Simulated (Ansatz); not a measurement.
**Nb under changes of volume**

One of the cells (18.428 Å³/atom); the others are scaled copies at fixed shape and fractional positions:

```
Nb
1.0
    -1.66395    1.66395    1.66395
     1.66395   -1.66395    1.66395
     1.66395    1.66395   -1.66395
Nb
1
Direct
  0.00000 0.00000 0.00000
```

```yaml
Program: Ansatz 0.2.0
Functional: PBE-LDA
Potentials_or_basis: all-electron LAPW, scalar-relativistic
Cutoff: 217 eV (chosen from the basis error)
Basis_error_allowed: 0.001 eV/atom
k_mesh: 11 × 11 × 11
Occupations: gaussian, width 0.025 eV
Spin: no spin polarisation
```

```csv
volume (Å³/atom),energy over the lowest point (meV/atom),pressure (GPa)
17.322,?,?
17.691,63.40,14.2
18.060,35.60,10.2
18.428,16.29,6.7
18.797,4.48,3.5
19.165,0.00,0.5
19.534,1.98,-2.2
```

Task: What does the run at 17.322 Å³/atom give?

Result: Energy over the lowest point 101.01 meV/atom; pressure 18.7 GPa.

Worked out: A Birch-Murnaghan fit of order 3 (a polynomial in V^(-2/3)) to the other rows has its minimum at 19.23 Å³/atom with B0 = V·E''(V) = 147 GPa and B' = 3.1. It gives 100.22 meV/atom at 17.322 Å³/atom, against the run's 101.01, and -dE/dV = 18.1 GPa, against 18.7.

Energies are extrapolated to zero smearing.
